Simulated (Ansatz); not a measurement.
Trial structure of Cd, not yet relaxed:

```
CELL_PARAMETERS angstrom
-3.87192 3.87192 3.87192
3.87192 -3.87192 3.87192
3.87192 3.87192 -3.87192
ATOMIC_POSITIONS crystal
Cd 0.00000 0.15056 0.15056
Cd 0.00000 0.84944 0.84944
Cd 0.15056 0.00000 0.15056
Cd 0.84944 0.00000 0.84944
Cd 0.15056 0.15056 0.00000
Cd 0.84944 0.84944 0.00000
```

Theory: Ansatz, DFT PBE, scalar-relativistic, plane waves, PAW. Cutoff 420 eV; k points 4×4×4 on the computed 6-atom cell (Γ-centred); Gaussian smearing, width 0.10 eV; no spin polarisation.

Energies count from the standard state of Cd at the same level.

Question: How far from equilibrium is it?

Answer: The pressure is 322.4 GPa (it wants to expand), the largest force is 201.70 eV/Å, and the energy is +36.95 eV/atom against the standard state. The shortest distance is 1.65 Å, so close that the PAW spheres overlap strongly and these values are rough.

Question: How much does it gain on relaxing, and where does it end?

Answer: Relaxing gains about 36.8 eV/atom (the start's value is from the coarse mesh, so the gain is rough) in 18 ionic steps and ends at +0.19 eV/atom on the finer mesh. The symmetry stays Im-3m (No. 229). The volume per atom shrinks by 24.9 %, from 38.7 to 29.1 Å³. The shortest distance goes from 1.65 Å (Cd–Cd) to 2.75 Å (Cd–Cd). Conventional cell: a = 7.040 Å. Cd is surrounded by 1 Cd at 2.75 Å and 4 Cd at 3.03 Å.

The last run used an 8×8×8 mesh for its 6-atom cell and Gaussian smearing of 0.10 eV. The relaxation can't lower the symmetry of the start. A structure relaxed within its symmetry needn't be a true minimum.
